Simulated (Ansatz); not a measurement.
## Equation of state of NbAs

```yaml
crystal:
  lattice:
    - [0.00000, 2.63760, 2.63760]
    - [2.63760, 0.00000, 2.63760]
    - [2.63760, 2.63760, 0.00000]
  atoms:
    - { symbol: Nb, position: [0.00000, 0.00000, 0.00000] }
    - { symbol: As, position: [0.50000, 0.50000, 0.50000] }
```

The cell was built from the rocksalt type and relaxed in the same program, and has space group Fm-3m; it needn't be a known or the stable phase.

Methods: DFT, PBE, all-electron LAPW, scalar-relativistic (Ansatz 0.2.0); DFT, PBE, PAW with Ansatz's default frozen-core files, scalar-relativistic (Ansatz 0.2.0).

For LAPW: a Γ-centred 11×11×11 k mesh, Fermi–Dirac smearing of 0.05 eV, basis error target 0.25 meV/atom, no spin polarisation. PAW takes a cutoff of 420 eV at this cell. The Ansatz runs share mesh, smearing and spin set-up. Plane-wave (PAW) pressures include the program's estimate of the Pulay term.

The cell above is scaled evenly, with fractional coordinates and shape held.

Question: Estimate the equilibrium volume and bulk modulus that full-potential LAPW gives for this fixed shape.

Answer: V0 = 18.35 Å³/atom, B0 = 144 GPa, B0′ = 4.4, from a third-order Birch–Murnaghan fit to these pressures:
```
V/V(cell)  V (Å³/atom)  P, LAPW (GPa)  P, PAW (GPa)
   0.9405       17.258          10.07         10.09
   0.9800       17.983           3.02          3.03
   1.0000       18.350          -0.02          0.00
   1.0200       18.717          -2.74         -2.73
   1.0600       19.451          -7.37         -7.36
```

PAW's V0 lies 0.01 % from the all-electron value and its B0 0.0 %. Symmetry fixes shape and coordinates here, so this is the relaxed modulus.
